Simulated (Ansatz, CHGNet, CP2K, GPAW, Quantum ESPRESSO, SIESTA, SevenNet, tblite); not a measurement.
# Generalised stacking fault on (111) (glide set) of a GaP-AlP solid solution (72 atoms) in SIESTA

Aim: run generalised stacking fault on (111) (glide set) of a GaP-AlP solid solution (72 atoms) in SIESTA and see how near its forces come to a plane-wave reference, and at what cost.

Program: SIESTA 5.4.2. Level of theory: the method is named at each step. Results are calculated unless marked as measured.

### 1. The structure

The cell holds 72 atoms: 18 Al, 36 P and 18 Ga. Cell: a = 6.683 Å, b = 11.576 Å, c = 19.136 Å, α = 90.0°, β = 86.7°, γ = 90.0°. Zinc-blende GaP lattice (a = 5.4569 Å, the value set for the mixture), cell with z along [111], 1 x 3 x 2 periods; the third cell vector is tilted by 0.167 of 1/2[11-2] and lengthened by 0.2 Å, so the cell holds one fault (glide set); displaced by a Gaussian of 0.01 Å; 18 of 36 Ga sites given to Al at random (lattice constant by Vegard's rule between GaP and AlP). Then every atom was moved at random, 0.02 Å r.m.s. a Cartesian component. The structure's axis is c.

The yardstick, on the same geometry:

| Item | Value |
| --- | --- |
| method | Kohn-Sham DFT, PBE, SSSP efficiency 1.3.0 pseudopotentials, plane waves (Quantum ESPRESSO 7.5); sssp-pbe-1.3.0-efficiency, cutoffs 60/480 Ry, Γ point |
| r.m.s. force component | 0.512 eV/Å |
| longest force | 3.087 eV/Å |
| pressure | 2.959 GPa |
| gap (highest filled to lowest empty level) | 0.4491 eV |
| time | 13 min on 4 MPI ranks of Arm Neoverse V1, shared host |
| CPU time | 50 min |

### 2. PBE, DZP, shift 0.01 Ry, mesh 300 Ry

Method: Kohn-Sham DFT, PBE, PseudoDojo 0.4.1 norm-conserving pseudopotentials (converted to PSML), numerical atomic orbitals (DZP), diagonalisation.

The .psml files are PseudoDojo norm-conserving potentials that we converted to this format, checked against plane waves on the same files for H, C, O, Si, Ge and Ca alone.

input.fdf

```
SystemLabel cell
NumberOfAtoms 72
NumberOfSpecies 3
%block ChemicalSpeciesLabel
  1 13 Al
  2 15 P
  3 31 Ga
%endblock ChemicalSpeciesLabel
LatticeConstant 1.0 Ang
%block LatticeVectors
  6.68331 0.00000 0.00000
  0.00000 11.57583 0.00000
  1.11391 0.00000 19.10326
%endblock LatticeVectors
PAO.BasisSize DZP
PAO.EnergyShift 0.01 Ry
XC.Functional GGA
XC.Authors PBE
MeshCutoff 300 Ry
%block kgrid_Monkhorst_Pack
  1 0 0 0.0
  0 1 0 0.0
  0 0 1 0.0
%endblock kgrid_Monkhorst_Pack
SolutionMethod diagon
OccupationFunction FD
ElectronicTemperature 580 K
SCF.Mixer.Method Pulay
SCF.Mixer.Weight 0.05
SCF.Mixer.History 8
SCF.Mix Hamiltonian
MaxSCFIterations 300
SCF.DM.Tolerance 1e-04
SCF.H.Tolerance 1.0e-3 eV
WriteForces T
Write.HirshfeldPop T
Write.VoronoiPop T
Write.DM F
Write.H F
XML.Write F
AtomicCoordinatesFormat Fractional
%block AtomicCoordinatesAndAtomicSpecies
  0.49910 0.16668 0.02011 1
  0.47777 0.16411 0.14422 2
  0.80342 0.16585 0.18570 3
  0.78771 0.16897 0.31006 2
  0.00011 0.00010 0.02015 3
  0.97238 0.00000 0.14651 2
  0.30306 0.99910 0.18587 1
  0.28734 0.00170 0.30980 2
  0.61005 0.00061 0.34969 3
  0.59098 0.00153 0.47553 2
  0.49057 0.49816 0.02000 1
  0.47810 0.50438 0.14357 2
  0.79660 0.50009 0.18665 3
  0.77956 0.49795 0.30842 2
  0.99762 0.33096 0.02221 1
  0.97439 0.32984 0.14389 2
  0.30155 0.33481 0.18468 3
  0.27792 0.33676 0.31137 2
  0.60557 0.33542 0.34834 1
  0.59145 0.33435 0.47246 2
  0.11028 0.16777 0.35011 3
  0.08762 0.16845 0.47257 2
  0.41560 0.16816 0.51475 3
  0.39430 0.16770 0.63720 2
  0.72261 0.16675 0.68013 1
  0.69290 0.16470 0.80431 2
  0.91377 0.00079 0.51403 3
  0.89533 0.99653 0.63807 2
  0.21459 0.99992 0.68043 1
  0.19913 0.00077 0.80403 2
  0.52615 0.00216 0.84341 3
  0.51067 0.99767 0.96888 2
  0.49723 0.83269 0.02001 3
  0.47533 0.83239 0.14494 2
  0.80134 0.83770 0.18623 1
  0.78093 0.83610 0.30937 2
  0.99427 0.67004 0.02057 3
  0.97762 0.66651 0.14476 2
  0.30117 0.66438 0.18638 1
  0.28696 0.66735 0.31024 2
  0.61156 0.66763 0.35007 1
  0.58637 0.66579 0.47604 2
  0.10714 0.50090 0.34978 3
  0.08669 0.49862 0.47640 2
  0.41101 0.49992 0.51526 1
  0.39642 0.50102 0.64000 2
  0.71901 0.49804 0.68201 1
  0.69475 0.50111 0.80224 2
  0.91344 0.33481 0.51651 1
  0.89345 0.32979 0.64062 2
  0.22041 0.33406 0.68137 1
  0.19618 0.33348 0.80614 2
  0.53031 0.32756 0.84609 3
  0.51082 0.33121 0.96945 2
  0.02343 0.16575 0.84562 1
  0.01115 0.16687 0.96868 2
[... 12 atom lines left out ...]
  0.02225 0.49965 0.84545 3
  0.99955 0.50288 0.97150 2
  0.02635 0.83360 0.84616 1
  0.00762 0.82940 0.97197 2
%endblock AtomicCoordinatesAndAtomicSpecies
```

Run with:

```sh
OMP_NUM_THREADS=1 mpirun -np 2 siesta < input.fdf > output.txt
```

Log:

```text
Version         : 5.4.2
reinit: System Name:
reinit: System Label: cell
initatom: Reading input for the pseudopotentials and atomic orbitals ----------
Species number:   1 Atomic number:   13 Label: Al
Species number:   2 Atomic number:   15 Label: P
Species number:   3 Atomic number:   31 Label: Ga
Ground state valence configuration (from tables):   3s02  3p01  3d00  4f00
Ground state valence configuration (from tables):   3s02  3p03  3d00  4f00
Ground state valence configuration (from tables):   4s02  4p01  4d00  4f00
---- Processing specs for species: Al
GGA--PBE XC_GGA_X_PBE--XC_GGA_C_PBE pb
---- Processing specs for species: P
GGA--PBE XC_GGA_X_PBE--XC_GGA_C_PBE pb
---- Processing specs for species: Ga
GGA--PBE XC_GGA_X_PBE--XC_GGA_C_PBE pb
Semicore shell(s) with 10 electrons included in the valence for Ga
Semicore shell(s): 3d
Fallback to non-perturbative polarization scheme for Ga
Please see the manual if this is not desired in principle
Al pseudopotential only contains V_ls up to l=2 -- lmxkb reset.
P pseudopotential only contains V_ls up to l=2 -- lmxkb reset.
Ga pseudopotential only contains V_ls up to l=2 -- lmxkb reset.
Using PAO.SplitTailNorm
%block ChemicalSpeciesLabel
    1   13 Al                      # Species index, atomic number, species label
    2   15 P                       # Species index, atomic number, species label
    3   31 Ga                      # Species index, atomic number, species label
%endblock ChemicalSpeciesLabel
%block PAO.Basis                 # Define Basis set
Al                    2                    # Species label, number of l-shells
 n=3   0   2                         # n, l, Nzeta
   6.130      4.449
   1.000      1.000
 n=3   1   2 P   1                   # n, l, Nzeta, Polarization, NzetaPol
   7.969      5.883
[...]
P                     2                    # Species label, number of l-shells
 n=3   0   2                         # n, l, Nzeta
[...]
n=3   1   2 P   1                   # n, l, Nzeta, Polarization, NzetaPol
[...]
Ga                    4                    # Species label, number of l-shells
 n=4   0   2                         # n, l, Nzeta
[...]
n=4   1   2                         # n, l, Nzeta
   7.969      5.866
   1.000      1.000
 n=3   2   1                         # n, l, Nzeta
   3.094
   1.000
 n=4   2   1                         # n, l, Nzeta
   7.969
   1.000
%endblock PAO.Basis
coor:   Atomic-coordinates input format  =     Fractional
siesta: System type = bulk
initatomlists: Number of atoms, orbitals, and projectors:     72  1026  1296
siesta: ******************** Simulation parameters ****************************
Total number of electrons:   468.000000
Total ionic charge:   468.000000
 Kpoints in:            1 . Kpoints trimmed:            1
siesta: k-grid: Number of k-points = 1
siesta: k-points from Monkhorst-Pack grid
siesta: k-cutoff (effective) =     3.342 Ang
siesta: k-point supercell and displacements
siesta: k-grid:     1     0     0      0.000
siesta: k-grid:     0     1     0      0.000
siesta: k-grid:     0     0     1      0.000
                     ====================================
                        Single-point calculation
                     ====================================
outcell: Unit cell vectors (Ang):
        6.683310    0.000000    0.000000
        0.000000   11.575830    0.000000
        1.113910    0.000000   19.103260
outcell: Cell vector modules (Ang)   :    6.683310   11.575830   19.135708
outcell: Cell angles (23,13,12) (deg):     90.0000     86.6629     90.0000
outcell: Cell volume (Ang**3)        :   1477.9210
Gamma-point calculation with interaction between periodic images
Gamma-point calculation with interaction between periodic images
Some features might not work optimally:
Some features might not work optimally:
e.g. DM initialization from atomic data
e.g. DM initialization from atomic data
new_DM -- step:     1
Initializing Density Matrix...
Attempting to read DM from file... Failed...
DM filled with atomic data:
InitMesh: MESH = 72 x 128 x 200 = 1843200
InitMesh: Mesh cutoff (required, used) =   300.000   302.933 Ry
stepf: Fermi-Dirac step function
        iscf     Eharris(eV)        E_KS(eV)     FreeEng(eV)     dDmax    Ef(eV) dHmax(eV)
   scf:    1   -45328.442211   -45364.982872   -45364.982914  1.752126 -3.946738  6.856197
   scf:    2   -45370.368255   -45367.742249   -45367.742350  0.013830 -3.880771  5.785292
   scf:    3   -45379.461254   -45374.356721   -45374.359327  0.049629 -3.678888  3.404488
[...]
scf:   17   -45377.229716   -45377.229715   -45377.253586  0.000218 -3.511633  0.000752
   scf:   18   -45377.229716   -45377.229715   -45377.253586  0.000006 -3.511612  0.000557
SCF Convergence by DM+H criterion
max |DM_out - DM_in|         :     0.0000062443
max |H_out - H_in|      (eV) :     0.0005571693
SCF cycle converged after 18 iterations
Using DM_out to compute the final energy and forces
siesta: E_KS(eV) =           -45377.2297
siesta: E_KS - E_eggbox =    -45377.2297
siesta: Atomic forces (eV/Ang):
     1   -0.094500   -0.779691    1.499039
     2    0.029800    0.313771   -0.193988
     3   -0.319848   -0.047584    0.443134
[...]
71   -0.242256   -0.302061    0.209959
    72    0.070922    2.027314   -2.515981
----------------------------------------
   Tot    0.002147    0.000906    0.011388
----------------------------------------
   Max    2.515981
   Res    0.533437    sqrt( Sum f_i^2 / 3N )
----------------------------------------
   Max    2.515981    constrained
Stress tensor Voigt[x,y,z,yz,xz,xy] (kbar):       30.11     -104.69      -19.08        0.11        3.30        0.85
(Free)E + p*V (eV/cell)   -45348.4523
Target enthalpy (eV/cell)   -45377.2536
siesta: Program's energy decomposition (eV):
siesta: Ebs     =     -6261.155899
siesta: Eions   =     56171.092451
siesta: Ena     =      7217.472781
siesta: Ekin    =     33630.480155
siesta: Enl     =    -17471.702715
siesta: DEna    =       216.792292
siesta: DUscf   =        14.847189
siesta: Ex      =    -11989.918096
siesta: Ec      =      -824.108870
siesta: Exc     =    -12814.026966
siesta: Eharris =    -45377.229716
siesta: Etot    =    -45377.229715
siesta: FreeEng =    -45377.253586
siesta: Final energy (eV):
siesta:  Band Struct. =   -6261.155899
siesta:       Kinetic =   33630.480155
siesta:       Hartree =   16688.323399
siesta:         Exch. =  -11989.918096
siesta:         Corr. =    -824.108870
siesta:   Exch.-corr. =  -12814.026966
siesta:  Ion-electron =  -63924.847887
siesta:       Ion-ion =  -18957.158417
siesta:         Total =  -45377.229715
siesta:         Fermi =      -3.511612
siesta: Stress tensor (static) (eV/Ang**3):
siesta:     0.018792    0.000531    0.002058
siesta:     0.000531   -0.065344    0.000070
siesta:     0.002058    0.000070   -0.011911
siesta: Cell volume =       1477.921043 Ang**3
siesta: Pressure (static):
siesta:                Solid            Molecule  Units
siesta:           0.00021225          0.00051196  Ry/Bohr**3
siesta:           0.01948767          0.04700612  eV/Ang**3
siesta:          31.22269553         75.31211506  kBar
    Orbital volume contribution        =          61.501492 eV
    (Free)E + p_basis*V_orbitals       =      -45315.752094 eV
    (Free)Eharris+ p_basis*V_orbitals  =      -45315.752094 eV
Hirshfeld Atomic Populations:
Atom #   charge [q] valence [e]  Species
     1     0.169545    2.830455  Al
     2    -0.154848    5.154848  P
     3     0.180849   12.819151  Ga
     4    -0.161328    5.161328  P
     5     0.217061   12.782939  Ga
     6    -0.157186    5.157186  P
     7     0.135291    2.864709  Al
[...]
9     0.182389   12.817611  Ga
[...]
11     0.171791    2.828209  Al
[...]
--------------------
 Total     0.000028
Voronoi Atomic Populations:
Atom #   charge [q] valence [e]  Species
[...]
59     0.186478    2.813522  Al
[...]
67     0.205743   12.794257  Ga
[...]
69     0.210756   12.789244  Ga
    70    -0.261775    5.261775  P
    71     0.210108    2.789892  Al
    72    -0.267264    5.267264  P
--------------------
 Total     0.000028
```

Run time: 3.6 min. Hardware: 2 MPI ranks of Arm Neoverse V1, shared host; peak memory 1.7 GiB; 7.3 min of CPU time.

Banners, paths, timers and routine set-up lines are dropped from the logs unmarked, and long logs keep their key lines alone; longer cuts are marked.

Against the reference:

- r.m.s. force component: 0.5334 eV/Å
- r.m.s. difference of force components: 30.52 meV/Å
- longest difference of force vectors: 155.9 meV/Å
- force difference over r.m.s. force: 5.96 %
- slope of forces against the reference's: 1.041
- correlation of force components: 0.9991
- pressure: 3.122 GPa
- pressure difference: 0.163 GPa

Length of the force difference by element (eV/Å):

```
element  atoms   mean  most
     Al     18  0.037  0.11
     Ga     18  0.039  0.13
      P     36  0.051  0.16
```

Local excerpt of 9 atoms (numbers count through the whole input) about P68, which has 3 bonded neighbours where the commonest count for P is 4; x, y, z are measured from there.

```
atom      x      y      z  distance (Å)  bonds  Hirshfeld charge (e)     Fx     Fy  Fz (eV/Å)
 P68   0.00   0.00   0.00          0.00      3                 -0.23   0.19  -0.77      -0.94
Ga33  -0.04   1.90   1.01          2.15      3                  0.21  -0.10  -0.15       1.47
Al11  -0.09  -1.97   1.01          2.21      3                  0.17  -0.09   0.77       0.94
Ga67  -0.03  -0.01  -2.33          2.33      4                  0.19  -0.42   0.14       0.16
Ga37   3.28   0.02   1.02          3.44      3                  0.21  -0.02  -1.44       2.25
Ga37  -3.40   0.02   1.02          3.55      3                  0.21  -0.02  -1.44       2.25
 P70   3.26  -1.91   0.08          3.78      3                 -0.21  -0.03  -0.78      -1.32
 P72   3.31   1.87   0.09          3.80      3                 -0.22   0.07   2.03      -2.52
 P62   1.04   1.93  -3.12          3.81      4                 -0.16   0.69  -0.13      -0.11
```

Forces lie 6.0 % from the reference's, at 0.14 times its CPU time (on 2 against 4 cores).

### 3. VdW-DF2, PBE potentials, DZP, shift 0.01 Ry, mesh 300 Ry

Method: Kohn-Sham DFT, vdW-DF2, PseudoDojo 0.4.1 norm-conserving pseudopotentials (converted to PSML), numerical atomic orbitals (DZP), diagonalisation.

Edit input.fdf of step 2 so:

```diff
@@ -16,4 +16,4 @@
 PAO.EnergyShift 0.01 Ry
-XC.Functional GGA
-XC.Authors PBE
+XC.Functional VDW
+XC.Authors LMKLL
 MeshCutoff 300 Ry
```

Log:

```text
Version         : 5.4.2
reinit: System Name:
reinit: System Label: cell
initatom: Reading input for the pseudopotentials and atomic orbitals ----------
Species number:   1 Atomic number:   13 Label: Al
Species number:   2 Atomic number:   15 Label: P
Species number:   3 Atomic number:   31 Label: Ga
Ground state valence configuration (from tables):   3s02  3p01  3d00  4f00
Ground state valence configuration (from tables):   3s02  3p03  3d00  4f00
Ground state valence configuration (from tables):   4s02  4p01  4d00  4f00
---- Processing specs for species: Al
GGA--PBE XC_GGA_X_PBE--XC_GGA_C_PBE pb
---- Processing specs for species: P
GGA--PBE XC_GGA_X_PBE--XC_GGA_C_PBE pb
---- Processing specs for species: Ga
GGA--PBE XC_GGA_X_PBE--XC_GGA_C_PBE pb
[... lines left out ...]
Total number of electrons:   468.000000
[... lines left out ...]
stepf: Fermi-Dirac step function
        iscf     Eharris(eV)        E_KS(eV)     FreeEng(eV)     dDmax    Ef(eV) dHmax(eV)
[... lines left out ...]
SCF Convergence by DM+H criterion
[... lines left out ...]
SCF cycle converged after 21 iterations
[... lines left out ...]
   Max    2.616809
[... lines left out ...]
   Max    2.616809    constrained
Stress tensor Voigt[x,y,z,yz,xz,xy] (kbar):      -15.77     -141.35      -60.49        0.17        3.23        0.77
[... lines left out ...]
siesta: Etot    =    -45697.853148
siesta: FreeEng =    -45697.857231
siesta: Final energy (eV):
siesta:  Band Struct. =   -6299.601949
siesta:       Kinetic =   33702.711652
siesta:       Hartree =   16806.787031
siesta:         Exch. =  -12114.658669
siesta:         Corr. =   -1044.787766
siesta:   Exch.-corr. =  -13159.446435
siesta:  Ion-electron =  -64130.641665
siesta:       Ion-ion =  -18917.263730
siesta:         Total =  -45697.853148
siesta:         Fermi =      -3.445020
siesta: Stress tensor (static) (eV/Ang**3):
siesta:    -0.009840    0.000483    0.002017
siesta:     0.000483   -0.088223    0.000107
siesta:     0.002017    0.000107   -0.037753
siesta: Cell volume =       1477.921043 Ang**3
siesta: Pressure (static):
siesta:                Solid            Molecule  Units
siesta:           0.00049307          0.00077026  Ry/Bohr**3
siesta:           0.04527170          0.07072189  eV/Ang**3
siesta:          72.53325267        113.30896555  kBar
    Orbital volume contribution        =          63.816016 eV
    (Free)E + p_basis*V_orbitals       =      -45634.041215 eV
    (Free)Eharris+ p_basis*V_orbitals  =      -45634.041214 eV
Hirshfeld Atomic Populations:
Atom #   charge [q] valence [e]  Species
     1     0.206940    2.793060  Al
     2    -0.182236    5.182236  P
     3     0.200927   12.799073  Ga
     4    -0.183072    5.183072  P
     5     0.235012   12.764988  Ga
     6    -0.184546    5.184546  P
     7     0.171253    2.828747  Al
[...]
9     0.202104   12.797896  Ga
[...]
11     0.209364    2.790636  Al
[...]
--------------------
 Total     0.000003
Voronoi Atomic Populations:
Atom #   charge [q] valence [e]  Species
[...]
59     0.227022    2.772978  Al
[...]
67     0.228141   12.771859  Ga
[...]
69     0.232481   12.767519  Ga
    70    -0.296657    5.296657  P
    71     0.250003    2.749997  Al
    72    -0.295589    5.295589  P
--------------------
 Total     0.000004
```

Wall time 7.9 min (2 MPI ranks); peak memory 2.4 GiB; 16 min of CPU time.

Against the reference:

| Item | Value |
| --- | --- |
| r.m.s. force component | 0.5388 eV/Å |
| r.m.s. difference of force components | 67.65 meV/Å |
| longest difference of force vectors | 254.9 meV/Å |
| force difference over r.m.s. force | 13.21 % |
| slope of forces against the reference's | 1.045 |
| correlation of force components | 0.993 |
| gap (highest filled to lowest empty level) | 0.5861 eV |
| gap difference | 0.137 eV |
| pressure | 7.253 GPa |
| pressure difference | 4.294 GPa |

Against the first run (6.0 %), the force difference from the reference is 13 %, at 2.2 times the CPU time; the model has changed, so this is no error of the program alone.

The difference per atom is largest on P (0.16 eV/Å on average, against 0.043 on Ga).

[end of part 1 of 2]

[Also dropped from logs without a mark: logging warnings of Python, and SIESTA's first energy breakdown and zero terms.]

[Logs are printed without paths, hosts, clocks, repeated set-up lines and the standing remarks that a program may print on its own settings, such as how far it seeks lower states.]

[Hosts, paths, dates, database ids (printed as entryN), source tags and the programs' standing remarks are cut or masked in the printed files.]
